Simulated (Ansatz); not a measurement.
Light or heavy electrons for an n-channel?

Plane-wave DFT in Ansatz, PBE, scalar-relativistic PAW potentials, cutoff 420 eV, no spin-orbit coupling; no spin polarisation. Relaxed crystals whose conduction band edge is a single valley at Γ; masses by central differences along the Cartesian axes of the standard setting. A star marks a structure that wasn't matched here to a measured phase, so it may never have been made and needn't be stable; unstarred phases aren't always the most stable ones.

| crystal | gap (eV) | gap kind | m_x | m_y | m_z (mₑ) |
| --- | --- | --- | --- | --- | --- |
| Ga₂O₃ (C2/m) | 2.01 | indirect | 0.22 | 0.231 | 0.211 |
| ZnSe (F-43m) | 1.15 | direct | 0.0906 | 0.0906 | 0.0906 |
| TiO₂ (Imma)* | 1.86 | direct | 0.577 | 1.17 | 1.17 |
| AlN (P6_3mc) | 4.03 | direct | 0.296 | 0.296 | 0.282 |
| ZnS (P6_3mc) | 2.08 | direct | 0.179 | 0.179 | 0.157 |

Q: Take a film 3 nm thick, normal along z, current along x, at 300 K. Work out the injection velocity, the density-of-states capacitance and the confinement shift.

A: For a non-degenerate gas v_T = √(2k_BT/πm_x) = 5.38×10⁶ cm/s ÷ √(m_x/mₑ); one valley with both spins has C_Q = e²√(m_x m_y)/πħ² = 66.9 μF/cm² × √(m_x m_y)/mₑ; hard walls lift the first subband by ħ²π²/(2m_z t²) = 376 meV nm² ÷ (t² m_z/mₑ).
| crystal | v_T (10⁷ cm/s) | C_Q (μF/cm²) | shift (meV) |
| --- | --- | --- | --- |
| Ga₂O₃ (C2/m) | 1.15 | 15.1 | 198 |
| ZnSe (F-43m) | 1.79 | 6.1 | 461 |
| TiO₂ (Imma)* | 0.71 | 55.0 | 36 |
| AlN (P6_3mc) | 0.99 | 19.8 | 148 |
| ZnS (P6_3mc) | 1.27 | 12.0 | 266 |

Q: With a gate oxide of 1 nm equivalent thickness (3.45 μF/cm²), which gives the most current per gate overdrive in the ballistic limit?

A: The gate capacitance is the series value C_G = 1/(1/C_ox + 1/C_Q), and the current goes as C_G v_T: ZnSe (F-43m) 1.00, ZnS (P6_3mc) 0.87, Ga₂O₃ (C2/m) 0.82, AlN (P6_3mc) 0.74, TiO₂ (Imma)* 0.59 (relative). For an isotropic mass C_G v_T peaks where C_Q = C_ox, at about 0.05 mₑ. The lightest mass wins here, since its C_Q of 6.1 μF/cm² costs less than its speed gains. C_Q is the degenerate value and v_T the non-degenerate one; at high drain bias only forward-going states fill, which halves C_Q, while degeneracy raises the velocity, so values within about 10 % of each other aren't ranked. Scattering and the charge centroid are left out, and so are side valleys, which confinement lifts less and can make the lowest. Members with gaps over 3 eV here are hard to dope and contact. In oxides whose conduction band is of d states, electrons tend to self-trap as polarons, and the band mass says little. Where the shift is over a third of the gap (ZnSe (F-43m)) the band isn't parabolic that far up, so the true shift is smaller and the mass larger. Semilocal functionals give gaps too small and so, as a rule, masses too light.

Cost: about 18 core-minutes for the runs cited, on Intel Xeon Platinum 8488C (Sapphire Rapids), Arm Neoverse V1, AMD EPYC (Zen 3) and other processors (shared hosts).